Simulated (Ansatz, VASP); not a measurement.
Given: the input of a run of Ansatz 0.2.0 on Os.

input.yaml

```yaml
crystal:
  lattice:
    - [2.7877234178, 0.0, 0.0]
    - [-1.3938617089, 2.4142392985, 0.0]
    - [0.0, 0.0, 4.404421509]
  atoms:
    - { symbol: Os, position: [0.6666666667, 0.3333333333, 0.75] }
    - { symbol: Os, position: [0.3333333333, 0.6666666667, 0.25] }
hamiltonian:
  xc: pbe
  pseudopotentials: { kind: paw }
kpoints:
  mp_grid: { grid: [11, 11, 6] }
scf:
  occupations: { method: fermi_dirac, width: 0.05 }
output:
  forces: true
  stress: true
  eigenvalues: true
```

Potentials or basis: Ansatz PAW.

Command:

```bash
$ ansatz run input.yaml --threads 1 --pin off --max-ram 3584MiB --backend cpu --events-out ev --progress --plain --runs-dir out
```

Q: Translate it to VASP 6.6.1. Potentials there: VASP PAW PBE potentials, release 64 (Os).

A: As run (the cutoff follows the program's own potentials):

Contents of INCAR:

```
ALGO = Normal ; EDIFF = 1E-7
ENCUT = 520 ; GGA = PE
ISIF = 2 ; ISMEAR = -1
LASPH = True ; LCHARG = False
LREAL = False ; LWAVE = False
NBANDS = 15 ; NELM = 100
PREC = Accurate ; SIGMA = 0.05
```

The input KPOINTS:

```
k-points
0
Gamma
  11 11 6
```

File POSCAR:

```
Os
1.0
    2.7877234178      0.0000000000      0.0000000000
   -1.3938617089      2.4142392985      0.0000000000
    0.0000000000      0.0000000000      4.4044215090
Os
2
Direct
    0.6666666667      0.3333333333      0.7500000000
    0.3333333333      0.6666666667      0.2500000000
```

Potentials or basis: VASP PAW PBE potentials, release 64 (Os).

Command:

```bash
$ cat potpaw_PBE.64/Os/POTCAR > POTCAR
$ mpirun -np 1 vasp_std > vasp.out
```

Both were run:

|  | VASP | Ansatz | Ansatz less VASP |
| --- | --- | --- | --- |
| gap on the k mesh at the Fermi level (eV) | none | none | - |
| pressure (GPa) | -13.9 | -13.5 | +0.36 |
| largest component of the traceless stress (GPa) | 0.84 | 0.73 | -0.101 |

A gap of «none» marks a metal or a gap that the smearing closes. The two sets of potentials don't hold the same shells in valence.

The runs have no spin-orbit coupling, so splittings on Os are missing.
